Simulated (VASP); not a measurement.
Set up this calculation in VASP 6.6.1, as the native input.

```
Task                   : single point
Functional             : PBEsol
Potentials or basis    : VASP PAW PBE potentials, release 64 (Zn, S)
Cutoff                 : 520 eV
k mesh                 : 14 × 14 × 14
Occupations            : gaussian, width 0.02 eV
Spin                   : no spin polarisation
Further INCAR settings : ALGO = Normal; EDIFF = 1e-06
```

The structure of ZnS lies in POSCAR:

```
ZnS
1.0
    0.0000000000      2.6804000000      2.6804000000
    2.6804000000      0.0000000000      2.6804000000
    2.6804000000      2.6804000000      0.0000000000
Zn S
1 1
Direct
    0.0000000000      0.0000000000      0.0000000000
    0.7500000000      0.7500000000      0.7500000000
```

The cell is a database's computed one.

The input as run:

INCAR

```
SYSTEM = ZnS
ALGO = Normal
EDIFF = 1E-6
ENCUT = 520
GGA = PS
ISIF = 2
ISMEAR = 0
LASPH = .True.
LCHARG = .False.
LREAL = .False.
LWAVE = .False.
NELM = 100
PREC = Accurate
SIGMA = 0.02
```

KPOINTS

```
k-points
0
Gamma
  14 14 14
  0 0 0
```

Potentials or basis: VASP PAW PBE potentials, release 64 (Zn, S).

Command:

```console
$ cat potpaw_PBE.64/Zn/POTCAR potpaw_PBE.64/S/POTCAR > POTCAR
$ mpirun -np 1 vasp_std > vasp.out
```

Results of the run:

```
Pressure               : 0.0 GPa
Band gap on the k mesh : 2.08 eV, direct
```

Caveat: the PAW data sets were made with another functional, which shifts forces and pressure a little.

It took 27 s on 1 thread of Intel(R) Xeon(R) Platinum 8488C (Sapphire Rapids) (shared host), peak memory 0.18 GiB.
